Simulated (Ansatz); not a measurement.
# ZrC/GaN/HfN: current against voltage, part 4 of 4

Aim: the current through ZrC/GaN/HfN at finite bias, with the potential solved under that bias. The lower electrode is ZrC rock salt(111), the upper one HfN rock salt(111); the barrier is GaN zinc blende(111) (whole bilayers). In the first transport cell, after relaxation, the nearest pair of electrode and barrier is C–N at 3.39 Å, at a slant, too long for a bond, at the lower face and N–Ga at 1.99 Å, along the normal, at the upper one. A gap without bonds adds to the barrier. All share a net of side 3.33 Å, which strains the lower electrode by +0.0 %, the upper one by +4.0 % and the barrier by +3.5 %, against typed lattice constants near PBE's. The first steps treat the bulk electrodes alone.

Ansatz 0.2.0; PBE DFT, plane waves, PAW files (the session's first sound run).

So far. Step 4 (Relaxing the interfaces): The largest force component on a free atom ends at 0.024 eV/Å. At one or more of this run's solves the program warned of density in the dipole ramp over its bound, where dipole, forces and levels can be off. Step 5 (The voltage sweep): All 5 points reached self-consistency. On every other mesh point the currents change by up to 50 %. The leads' potential repeats within 35 meV.

## (6) Transmission over a wide range of energy

This step: PBE DFT, plane waves, PAW files; ballistic transmission by layer matching between semi-infinite leads (Ansatz 0.2.0).

System of this step: ZrC/GaN/HfN. The cell holds 34 atoms: 8 C, 7 Zr, 10 N, 2 Ga and 7 Hf. Its edges and angles: a = 3.330 Å, b = 3.330 Å, c = 57.880 Å, α = 90.0°, β = 90.0°, γ = 120.0°. Regions: left electrode, 15 atoms (8 C and 7 Zr); barrier, 4 atoms (2 N and 2 Ga); right electrode, 15 atoms (8 N and 7 Hf). Vacuum lies along c.

The relaxed core is set between ideal electrode layers (this cell holds 4 atomic planes between the electrodes; where that differs from the relaxed slab, whole periods were copied in or cut out without a new relaxation), which the solver continues as semi-infinite leads. A wide energy window on a coarse mesh (12×12) shows where the Fermi level lies against the barrier's bands; the projected density of states shows how far the metals' states reach in.

Contents of input.yaml:

```yaml
crystal:
  lattice:
    - [3.33, 0.0, 0.0]
    - [-1.665, 2.8838645946, 0.0]
    - [0.0, 0.0, 57.8795439439]
  atoms:
    - { symbol: C, position: [0.66666667, 0.33333333, 0.1209408285] }
    - { symbol: Zr, position: [0.0, 0.0, 0.1444261161] }
    - { symbol: C, position: [0.33333333, 0.66666667, 0.1679114036] }
    - { symbol: Zr, position: [0.66666667, 0.33333333, 0.1913966912] }
    - { symbol: C, position: [0.0, 0.0, 0.2148819787] }
    - { symbol: Zr, position: [0.33333333, 0.66666667, 0.2383672663] }
    - { symbol: C, position: [0.66666667, 0.33333333, 0.2618525538] }
    - { symbol: Zr, position: [0.0, 0.0, 0.2853378414] }
    - { symbol: C, position: [0.33333333, 0.66666667, 0.3088231289] }
    - { symbol: Zr, position: [0.66666667, 0.33333333, 0.3323084165] }
    - { symbol: C, position: [0.0, 0.0, 0.355793704] }
    - { symbol: Zr, position: [0.33333333, 0.66666667, 0.3792789916] }
    - { symbol: C, position: [0.66666667, 0.33333333, 0.4027642791] }
    - { symbol: Zr, position: [0.0, 0.0, 0.4262495667] }
    - { symbol: C, position: [0.33333333, 0.66666667, 0.4404700145] }
    - { symbol: "N", position: [0.66666667, 0.33333333, 0.4886564619] }
    - { symbol: Ga, position: [0.0, 0.0, 0.4945321369] }
    - { symbol: "N", position: [0.0, 0.0, 0.5304732719] }
    - { symbol: Ga, position: [0.33333333, 0.66666667, 0.5405114034] }
    - { symbol: "N", position: [0.33333333, 0.66666667, 0.574964117] }
    - { symbol: Hf, position: [0.66666667, 0.33333333, 0.5921796223] }
    - { symbol: "N", position: [0.0, 0.0, 0.6142472799] }
    - { symbol: Hf, position: [0.33333333, 0.66666667, 0.6363149375] }
    - { symbol: "N", position: [0.66666667, 0.33333333, 0.6583825951] }
    - { symbol: Hf, position: [0.0, 0.0, 0.6804502528] }
    - { symbol: "N", position: [0.33333333, 0.66666667, 0.7025179104] }
    - { symbol: Hf, position: [0.66666667, 0.33333333, 0.724585568] }
    - { symbol: "N", position: [0.0, 0.0, 0.7466532257] }
    - { symbol: Hf, position: [0.33333333, 0.66666667, 0.7687208833] }
    - { symbol: "N", position: [0.66666667, 0.33333333, 0.7907885409] }
    - { symbol: Hf, position: [0.0, 0.0, 0.8128561986] }
    - { symbol: "N", position: [0.33333333, 0.66666667, 0.8349238562] }
    - { symbol: Hf, position: [0.66666667, 0.33333333, 0.8569915138] }
    - { symbol: "N", position: [0.0, 0.0, 0.8790591715] }
kpoints:
  mp_grid: { grid: [12, 12, 1] }
scf:
  occupations: { method: fermi_dirac, width: 0.1 }
  max_iter: 150
hamiltonian:
  xc: pbe
output:
  transmission:
    kmesh: [12, 12]
    e_range: [-2.5, 2.5]
    de: 0.1
    leads: [[6, 8], [26, 28]]
  dos: { projected: true, e_range: [-6, 5], de: 0.05 }
  write_potential: true
  write_density: true
  volumetric_format: npy
```

Run with:

```console
> ansatz run input.yaml --threads 4 --pin off --max-ram 16384MiB --backend cpu --events-out ev --progress --plain --runs-dir out
```

Numbers of over 12 decimals in the logs are rounded to 6 here.

What it wrote:

```text
[...]
Crystal: 34 atoms, lattice volume = 555.833 Å³
Basis set: ecut = 420 eV, 11005 PW (Γ)
Bands: 225, of which v1, the nominal top of the filled ones, is band 187 counted from 1 (186 counted from 0)
Symmetry: 6 space group operations
[...]
k-points: 19 of 144 (time reversal used)
[...]
SCF iter   1: F=—  HF=-152774.859670 eV  |F-HF|=—  |Δ(HF+E_count)|=         —  Δρ=1.17e-2  dr2=1.62e1  ethr=1.77e-3  ⟨swp⟩=6.9  Hψ=17389  notcnv=0  defer=129
[...]
SCF iter  14: F=-152774.615941 eV  HF=-152774.615941 eV  |F-HF|=2.81e-8  |Δ(HF+E_count)|=   4.16e-9  Δρ=1.19e-6  dr2=3.06e-8  ethr=2.67e-11  ⟨swp⟩=14.7  Hψ=16239  notcnv=0
SCF 1 converged in 14 iterations: F = -152774.615941 eV  dr2 = 3.06e-8
[...]
transmission: 100 of 988 steps passed
transmission: 198 of 988 steps passed
[...]
transmission: 988 of 988 steps passed
[...]
SCF converged after 14 iterations
Free energy (F): -152774.615941 eV
[...]
Internal energy: -152774.083225 eV  (E = F + TS)
E sigma→0 (E₀):  -152774.349583 eV
Entropy (-TS):   -0.532717 eV (-15.668 meV/atom)
Fermi energy:    10.832449 eV
[...]
--- Band table (eV; the first three rows and the last of 19) ---
  k-point 0: bands = [... 183 lower, 10.9240, 10.9673, 10.9673, 10.9681, 11.0262, 11.2803, 11.2803, 11.3293, ... 34 higher]
  k-point 1: bands = [... 183 lower, 10.7085, 10.7250, 10.8818, 11.0133, 11.0583, 11.1921, 11.2881, 11.3016, ... 34 higher]
  k-point 2: bands = [... 183 lower, 10.5528, 10.6514, 10.7165, 10.9626, 11.0400, 11.0650, 11.1445, 11.2169, ... 34 higher]
  k-point 18: bands = [... 183 lower, 10.5945, 10.6529, 10.7038, 11.0118, 11.2980, 11.3162, 11.3171, 11.8474, ... 34 higher]
--- Transmission ---
  basis      : 85 plane waves across, 52 finite elements along
  points     : 19, standing for a mesh of 12 x 12
  energies   : 51 from -2.500000 to 2.500000 eV about the Fermi level, 0.100000 eV apart; the leads are filled to 0.000000 eV, and channels, transmission and decay are at 0.000000 eV
  crystal 0  : Zr1C1, at the sites [6, 8], period 2.7186 Å, over 19.03 Å; its Hamiltonian steps by up to 52.6 meV: too much for a lead, lay more layers or, if its atoms are ordered, name the step of that order
    offset         : up to 0.0000 Å between an atom of the period and one for which it stands
    channels       : 2.500000e-1 a spin
    conductance    : none, the energies end too early or step too widely for 300 K: set another output.transmission.e_range or a lower de, or, where they end at an eighth of basis.ecutwfc, a higher one
    slowest decay  : 0.0425 /Å at (0.1667, 0.0000)
  crystal 1  : N1Hf1, at the sites [26, 28], period 2.5545 Å, over 17.88 Å; its Hamiltonian steps by up to 63.4 meV: too much for a lead, lay more layers or, if its atoms are ordered, name the step of that order
[...]
channels       : 1.326389e0 a spin
[...]
slowest decay  : 0.2002 /Å at (0.3333, 0.3333)
  junction   : crystal 0 to crystal 1, 16.37 to 42.07 Å
    transmission   : 1.005726e-1 a spin
[...]
```

The job ended after 4.4 min (4 threads of Arm Neoverse V1, shared host; peak memory 4.3 GiB).

Numbers from this step:

```
free energy                                         : -152774.6159 eV
Fermi energy                                        : 10.83 eV
level to which the leads are filled                 : 0 eV from the Fermi level
transmission at the Fermi level (a spin, zone mean) : 0.1006
channels of the lower lead                          : 0.25
channels of the upper lead                          : 1.326
potential step in the lower lead                    : 52.6 meV
potential step in the upper lead                    : 63.4 meV
```

One spin. The transmission, zone mean by energy, zero at the Fermi level:

| energy (eV) | transmission, zone mean |
| --- | --- |
| -2.50 | 0.0165 |
| -2.30 | 0.150 |
| -2.20 | 0.112 |
| -2.10 | 0.226 |
| -2.00 | 0.107 |
| -1.80 | 0.0799 |
| -1.60 | 0.0439 |
| -1.50 | 0.0321 |
| -1.30 | 0.0205 |
| -1.10 | 0.0236 |
| -0.90 | 0.0186 |
| -0.80 | 0.0241 |
| -0.70 | 0.0505 |
| -0.60 | 0.0221 |
| -0.40 | 0.0244 |
| -0.30 | 0.0265 |
| -0.10 | 0.0564 |
| 0.00 | 0.101 |
| 0.10 | 0.105 |
| 0.30 | 0.0178 |
| 0.40 | 0.00887 |
| 0.60 | 0.00397 |
| 0.80 | 0.00281 |
| 0.90 | 0.00247 |
| 1.10 | 0.00175 |
| 1.30 | 0.00136 |
| 1.50 | 0.00127 |
| 1.60 | 9.2e-4 |
| 1.80 | 0.00111 |
| 2.00 | 0.00196 |
| 2.20 | 0.00677 |
| 2.30 | 0.00463 |
| 2.50 | 0.0175 |

One spin. Open channels, zone mean against energy, zero at the Fermi level:

| energy (eV) | lower lead | upper lead |
| --- | --- | --- |
| -2.50 | 1.83 | 0.271 |
| -2.30 | 2.17 | 0.312 |
| -2.20 | 2.21 | 0.396 |
| -2.00 | 1.94 | 0.396 |
| -1.80 | 1.69 | 0.521 |
| -1.60 | 1.38 | 0.521 |
| -1.50 | 1.42 | 0.729 |
| -1.30 | 1.21 | 0.729 |
| -1.10 | 1.08 | 0.812 |
| -0.90 | 0.833 | 0.896 |
| -0.80 | 0.833 | 1.02 |
| -0.60 | 0.667 | 1.12 |
| -0.40 | 0.542 | 1.24 |
| -0.30 | 0.375 | 1.33 |
| -0.10 | 0.292 | 1.28 |
| 0.00 | 0.25 | 1.33 |
| 0.10 | 0.458 | 1.33 |
| 0.30 | 0.458 | 1.42 |
| 0.40 | 0.542 | 1.54 |
| 0.60 | 0.542 | 1.71 |
| 0.80 | 0.792 | 1.58 |
| 0.90 | 0.792 | 1.71 |
| 1.10 | 0.958 | 1.71 |
| 1.30 | 1 | 1.75 |
| 1.50 | 1.12 | 1.79 |
| 1.60 | 1.21 | 1.80 |
| 1.80 | 1.29 | 1.97 |
| 2.00 | 1.29 | 2.06 |
| 2.20 | 1.42 | 2.27 |
| 2.30 | 1.46 | 2.35 |
| 2.50 | 1.5 | 2.65 |

Transmission over k1 and k2. At 0.0000 eV from the Fermi level; zeros and values more than six decades under the largest are shown at that floor.

log10 of the mean of each cell; the least values stand at a floor. Values, 12 rows by 12 columns:
```
-6.0 -1.0 -6.0 -6.0 -6.0 -6.0 -1.0 -6.0 -6.0 -6.0 -6.0 -6.0
-6.0 -6.0  0.0 -6.0 -6.0 -6.0  0.0 -6.0 -6.0 -6.0 -6.0 -6.0
-6.0 -6.0 -6.0 -0.2 -6.0 -6.0 -0.2 -6.0 -6.0 -6.0 -6.0 -6.0
-6.0 -6.0 -6.0 -6.0 -6.0 -6.0 -6.0 -6.0 -6.0 -6.0 -6.0 -6.0
-6.0 -6.0 -6.0 -6.0 -6.0 -0.2 -0.2 -6.0 -6.0 -6.0 -6.0 -6.0
-6.0 -1.0  0.0 -0.2 -6.0 -0.2 -5.1 -0.2 -6.0 -0.2  0.0 -1.0
-6.0 -6.0 -6.0 -6.0 -6.0 -6.0 -0.2 -0.2 -6.0 -6.0 -6.0 -6.0
-6.0 -6.0 -6.0 -6.0 -6.0 -6.0 -6.0 -6.0 -6.0 -6.0 -6.0 -6.0
-6.0 -6.0 -6.0 -6.0 -6.0 -6.0 -0.2 -6.0 -6.0 -0.2 -6.0 -6.0
-6.0 -6.0 -6.0 -6.0 -6.0 -6.0  0.0 -6.0 -6.0 -6.0  0.0 -6.0
-6.0 -6.0 -6.0 -6.0 -6.0 -6.0 -1.0 -6.0 -6.0 -6.0 -6.0 -1.0
-6.0 -6.0 -6.0 -6.0 -6.0 -6.0 -6.0 -6.0 -6.0 -6.0 -6.0 -6.0
```
Columns: k1 (b1) from -0.5 to 0.417; rows upwards: k2 (b2) from -0.5 to 0.417.

Open channels of the lower lead over k1 and k2. At 0.0000 eV from the Fermi level.

Values, 12 rows by 12 columns:
```
0.00 1.00 0.00 0.00 0.00 0.00 1.00 0.00 0.00 0.00 0.00 0.00
0.00 0.00 1.00 0.00 0.00 0.00 1.00 0.00 0.00 0.00 0.00 0.00
0.00 0.00 0.00 1.00 0.00 0.00 1.00 0.00 0.00 0.00 0.00 0.00
0.00 0.00 0.00 0.00 0.00 0.00 0.00 0.00 0.00 0.00 0.00 0.00
0.00 0.00 0.00 0.00 0.00 2.00 2.00 0.00 0.00 0.00 0.00 0.00
1.00 1.00 1.00 1.00 0.00 2.00 3.00 2.00 0.00 1.00 1.00 1.00
0.00 0.00 0.00 0.00 0.00 0.00 2.00 2.00 0.00 0.00 0.00 0.00
0.00 0.00 0.00 0.00 0.00 0.00 0.00 0.00 0.00 0.00 0.00 0.00
0.00 0.00 0.00 0.00 0.00 0.00 1.00 0.00 0.00 1.00 0.00 0.00
0.00 0.00 0.00 0.00 0.00 0.00 1.00 0.00 0.00 0.00 1.00 0.00
0.00 0.00 0.00 0.00 0.00 0.00 1.00 0.00 0.00 0.00 0.00 1.00
1.00 0.00 0.00 0.00 0.00 0.00 1.00 0.00 0.00 0.00 0.00 0.00
```
Columns: k1 (b1) from -0.5 to 0.417; rows upwards: k2 (b2) from -0.5 to 0.417.

Open channels of the upper lead over k1 and k2. At 0.0000 eV from the Fermi level.

Ten even steps from '0' (0.00) to '9' (2.00):
```
555995555555
555595555505
995599559955
599959599955
555999999555
555559995555
555599999955
555999595999
955995599559
550555559555
555555559955
555955555955
```
Columns: k1 (b1) from -0.5 to 0.417; rows upwards: k2 (b2) from -0.5 to 0.417.

Projected DOS an atom over height of the atomic layer and energy from the Fermi level. Layers: C Zr C Zr C Zr C Zr C Zr C Zr C Zr C GaN N Ga N Hf N Hf N Hf N Hf N Hf N Hf N Hf N; projections on atoms miss part of the total, and the computed bands can run out at the top of the range; a column is the mean of 3 neighbouring layers, the last of those left over.

Ten even steps from '_' (0.00 states/eV) to '@' (2.04 states/eV), each cell a mean:
```
::==::--..__..--::::..
::==::==::__--==--==..
::--::--::__--++--++::
::::..--..__--++--==..
..::..::____::==--==..
..::..::____..--::--..
..::....____..::..::__
__......____..::..::__
..____________::..::__
++..__..==..__::..::..
--____..++::__......**
::....__....__..__..==
::..::....::________::
==--------==..______--
++%%@@%%++----________
--====++++::==________
..::::::::::::________
..::::::::::::........
__::..::....::::::::--
____________==--==--==
__________..==##@@**::
__________::::--==--..
```
Columns: height of the atomic layer (Å) from 8.36 to 49.6 (not evenly spaced); rows upwards: energy from the Fermi level (eV) from -6 to 5.

At the Fermi level the transmission is 0.10, as a zone mean for one spin on this coarse mesh. At the Fermi level the layers of this cell's barrier hold from 0.065 to 0.80 states an eV and atom: none is empty there, through tails of the electrodes' states or through bands of its own. In the worse lead the potential repeats within 63 meV, which the program flags as too much for a lead, so G carries that doubt.

## (7) A check of the settings

This step: PBE DFT, plane waves, PAW files; current against voltage, self-consistent between two reservoirs; changed: output.current_voltage.bias = [] (Ansatz 0.2.0).

System of this step: ZrC/GaN/HfN. The cell holds 37 atoms: 8 Zr, 8 C, 11 N, 2 Ga and 8 Hf. Cell: a = 3.330 Å, b = 3.330 Å, c = 61.793 Å, α = 90.0°, β = 90.0°, γ = 120.0°. Regions: left electrode, 16 atoms (8 Zr and 8 C); barrier, 4 atoms (2 N and 2 Ga); right electrode, 17 atoms (9 N and 8 Hf). Vacuum lies along c.

The setting was drawn as a possible misstep, on purpose. Where the input is shown as a difference, that is against the step before, not the twin.

Contents of input.yaml:

```yaml
crystal:
  lattice:
    - [3.33, 0.0, 0.0]
    - [-1.665, 2.8838645946, 0.0]
    - [0.0, 0.0, 61.7933935958]
  atoms:
    - { symbol: Zr, position: [0.33333333, 0.66666667, 0.1132807181] }
    - { symbol: C, position: [0.66666667, 0.33333333, 0.1352785022] }
    - { symbol: Zr, position: [0.0, 0.0, 0.1572762863] }
    - { symbol: C, position: [0.33333333, 0.66666667, 0.1792740705] }
    - { symbol: Zr, position: [0.66666667, 0.33333333, 0.2012718546] }
    - { symbol: C, position: [0.0, 0.0, 0.2232696387] }
    - { symbol: Zr, position: [0.33333333, 0.66666667, 0.2452674228] }
    - { symbol: C, position: [0.66666667, 0.33333333, 0.267265207] }
    - { symbol: Zr, position: [0.0, 0.0, 0.2892629911] }
    - { symbol: C, position: [0.33333333, 0.66666667, 0.3112607752] }
    - { symbol: Zr, position: [0.66666667, 0.33333333, 0.3332585593] }
    - { symbol: C, position: [0.0, 0.0, 0.3552563435] }
    - { symbol: Zr, position: [0.33333333, 0.66666667, 0.3772541276] }
    - { symbol: C, position: [0.66666667, 0.33333333, 0.3992519117] }
    - { symbol: Zr, position: [0.0, 0.0, 0.4212496958] }
    - { symbol: C, position: [0.33333333, 0.66666667, 0.4345694536] }
    - { symbol: "N", position: [0.66666667, 0.33333333, 0.4797038836] }
    - { symbol: Ga, position: [0.0, 0.0, 0.4852074071] }
    - { symbol: "N", position: [0.0, 0.0, 0.5188721143] }
    - { symbol: Ga, position: [0.33333333, 0.66666667, 0.528274454] }
    - { symbol: "N", position: [0.33333333, 0.66666667, 0.5605450129] }
    - { symbol: Hf, position: [0.66666667, 0.33333333, 0.5766701281] }
    - { symbol: "N", position: [0.0, 0.0, 0.5973400717] }
    - { symbol: Hf, position: [0.33333333, 0.66666667, 0.6180100153] }
    - { symbol: "N", position: [0.66666667, 0.33333333, 0.6386799589] }
    - { symbol: Hf, position: [0.0, 0.0, 0.6593499025] }
    - { symbol: "N", position: [0.33333333, 0.66666667, 0.680019846] }
    - { symbol: Hf, position: [0.66666667, 0.33333333, 0.7006897896] }
    - { symbol: "N", position: [0.0, 0.0, 0.7213597332] }
    - { symbol: Hf, position: [0.33333333, 0.66666667, 0.7420296768] }
    - { symbol: "N", position: [0.66666667, 0.33333333, 0.7626996204] }
    - { symbol: Hf, position: [0.0, 0.0, 0.783369564] }
    - { symbol: "N", position: [0.33333333, 0.66666667, 0.8040395076] }
    - { symbol: Hf, position: [0.66666667, 0.33333333, 0.8247094511] }
    - { symbol: "N", position: [0.0, 0.0, 0.8453793947] }
    - { symbol: Hf, position: [0.33333333, 0.66666667, 0.8660493383] }
    - { symbol: "N", position: [0.66666667, 0.33333333, 0.8867192819] }
kpoints:
  mp_grid: { grid: [12, 12, 1] }
scf:
  occupations: { method: fermi_dirac, width: 0.1 }
  max_iter: 150
hamiltonian:
  xc: pbe
output:
  current_voltage:
    bias: []
    kmesh: [18, 18]
    leads: [[6, 8], [28, 30]]
    electrode_ends: [15, 20]
  write_potential: true
  write_density: true
  volumetric_format: npy
```

What it wrote:

```text
Error: invalid value for `output.current_voltage.bias`: must list at least one voltage
```

Run time: 0.09 s. Hardware: 4 threads; peak memory 0.093 GiB.

The program refused the input before any cycle.

The program's message: “Error: invalid value for `output.current_voltage.bias`: must list at least one voltage”

The change that led to it: output.current_voltage.bias = [].

## (8) Results

```yaml
conductance_at_zero_bias: 7.7e13 S/m²
current_density_at_minus_1p2_v: -2.5e13 A/m²
current_density_at_minus_0p2_v: -1.3e13 A/m²
current_density_at_plus_0p2_v: 1.4e13 A/m²
current_density_at_plus_1p2_v: 8.3e13 A/m²
```

In words: At 1.2 V the junction carries 8.3e13 A/m². Against the linear law (zero-bias conductance times bias) the currents are 0.27 (-1.2 V), 0.87 (-0.2 V), 0.89 (+0.2 V) and 0.90 (+1.2 V) times as large. At the Fermi level the layers of the barrier in the wide-window run (4 planes) hold from 0.065 to 0.80 states an eV and atom: none is empty there, through tails of the electrodes' states or through bands of its own. The forward current is 1.0 times the reverse one at ±0.2 V and 3.4 times the reverse one at ±1.2 V. On every other mesh point the current differs by up to 50 %, and the leads' misfit reaches 35 meV; ratios near 1 within such errors aren't resolved. At -1.2 V, -0.2 V and +0.2 V states bound at the junction, filled by the side they lie on, hold more charge than the bias moved, so the potential there rests on that rule. Between 83 and 93 % of the bias drops across the junction. No spin-orbit coupling, phonons, disorder or image charges enter; the interfaces are ordered, one cell wide and lattice-matched by strain. Semilocal gaps are too small, which can bring a band edge of the barrier nearer to the Fermi level than it is.

[Logs are printed without paths, hosts, clocks, repeated set-up lines and the standing remarks that a program may print on its own settings, such as how far it seeks lower states.]

[Hosts, paths, dates, database ids (printed as entryN), source tags and the programs' standing remarks are cut or masked in the printed files.]
